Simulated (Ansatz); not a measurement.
# CdTe, element substitutions

Take CdTe in the zinc blende structure (space group F-43m, No. 216; a = 6.4895 Å) as the base.

Each row replaces one element on all its sites; cell and atoms are relaxed.

Levels (all Ansatz, a quantum-chemistry and plane-wave program, PAW, earlier PAW set): PBEsol (420 eV, no SOC); r2SCAN (500 eV, no SOC); PBEsol+SOC (420 eV, with spin-orbit coupling).

Band gaps by level, all at the geometries relaxed with PBEsol:

```
case      PBEsol   r2SCAN  PBEsol+SOC
-------  -------  -------  ----------
base     0.65 eV  1.26 eV     0.38 eV
Te → Ru     zero     zero        zero
Cd → Al     zero     zero        zero
```

Single points use the geometry relaxed with PBEsol. The spin-orbit shifts are approximate. Spin-orbit coupling, missing from the scalar runs, can matter with Te. Whether these cells are dynamically stable was not tested. As relaxed here, CdRu and AlTe are hypothetical phases, not in the database extracts checked. The runs without spin-orbit coupling are not spin-polarised. An odd electron count without spin: AlTe. CdRu has a high density of states at the Fermi level and may be magnetic at this level.
